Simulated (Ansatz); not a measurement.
**Magnetic states of cobalt, bcc**

Theory: Ansatz 0.2.0, DFT, RPBE, plane waves (420 eV) with PAW, scalar-relativistic. The PAW files were generated under PBE, with cores re-solved for the functional.

Each start was relaxed and then solved on a dense mesh, with Fermi-Dirac smearing of 0.05 eV (0.1 eV in a metal without spin) extrapolated to zero. Rows within 2 meV/atom of each other tie.

Q: Where does each start end, and how do the energies compare? Starts: ferromagnetic; non-magnetic.

A: 
| start | ends | ΔE (meV/atom) | V (Å³/atom) |
| --- | --- | --- | --- |
| ferromagnetic | ferromagnetic, net 1.80 μB per atom | 0.0 | 11.45 |
| non-magnetic | spin not included | 401.5 | 10.84 |
